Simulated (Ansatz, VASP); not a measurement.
**Cs in VASP and in Ansatz**

Contents of INCAR:

```
PREC = Accurate
ENCUT = 520
EDIFF = 1E-7
ISMEAR = -1
SIGMA = 0.1
LREAL = False
LASPH = True
NELM = 60
ALGO = Normal
ISIF = 2
LWAVE = False
LCHARG = True
LELF = True
LVHAR = True
NBANDS = 10
```

KPOINTS

```
regular mesh
0
Gamma
  10 10 10
```

The input POSCAR:

```
Cs
1.0
    0.0000000000      2.6773412408      2.6773412408
    2.6773412408      0.0000000000      2.6773412408
    2.6773412408      2.6773412408      0.0000000000
Cs
1
Direct
    0.0000000000      0.0000000000      0.0000000000
```

Input for Ansatz:

```yaml
crystal:
  lattice:
    - [0.0, 2.6773412408, 2.6773412408]
    - [2.6773412408, 0.0, 2.6773412408]
    - [2.6773412408, 2.6773412408, 0.0]
  atoms:
    - { symbol: Cs, position: [0.0, 0.0, 0.0] }
kpoints:
  mp_grid: { grid: [10, 10, 10] }
scf:
  occupations: { method: fermi_dirac, width: 0.1 }
hamiltonian:
  xc: lda
  pseudopotentials: { kind: paw }
output:
  forces: true
  stress: true
  eigenvalues: true
basis:
  ecutwfc: 600
```

Change from the starting cell: volume scaled by 0.4, PAW files, ecut 600.

Alike in both runs: task single point; functional LDA; k mesh 10 × 10 × 10; occupations fermi-dirac, width 0.1 eV; no spin polarisation.

|  | VASP | Ansatz |
| --- | --- | --- |
| version | VASP 6.6.1 | Ansatz 0.2.0 |
| potentials or method | VASP PAW LDA potentials, release 64 (Cs_sv) | PAW with Ansatz's default frozen-core files, scalar-relativistic |
| plane-wave cutoff (eV) | 520 | 600 |
| valence electrons in the cell | 9 | 9 |

```csv
,VASP,Ansatz,Ansatz less VASP
pressure (GPa),5.6,5.4,-0.12
```

Spin-orbit coupling is left out, which matters for the levels of Cs.
